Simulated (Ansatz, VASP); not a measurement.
## Two plane-wave programs on LiH

```
Li H
1.0
     0.00000    2.14512    2.14512
     2.14512    0.00000    2.14512
     2.14512    2.14512    0.00000
Li H
1 1
Cartesian
  0.0000 0.0000 0.0000
  1.0726 1.0726 1.0726
```

Alike in both runs: task single point; functional HSE06; k mesh 6 × 6 × 6; no spin polarisation.

|  | VASP | Ansatz |
| --- | --- | --- |
| version | VASP 6.6.1 | Ansatz 0.2.0 |
| potentials or method | VASP PAW PBE potentials, release 64 (Li_sv, H) | plane waves, PAW |
| plane-wave cutoff (eV) | 520 | 420 |
| occupations | gaussian, width 0.01 eV | fixed |
| valence electrons in the cell | 4 | 4 |

|  | VASP | Ansatz | Ansatz less VASP |
| --- | --- | --- | --- |
| gap on the k mesh at the Fermi level (eV) | 5.35 | 5.35 | 0.000 |

Ansatz warned: «stress_exchange_threshold_loose».

Caveats: the k mesh is coarse (spacing up to 0.42 Å⁻¹), so the values aren't converged, least of all with exact exchange. A k mesh can miss the band edges.
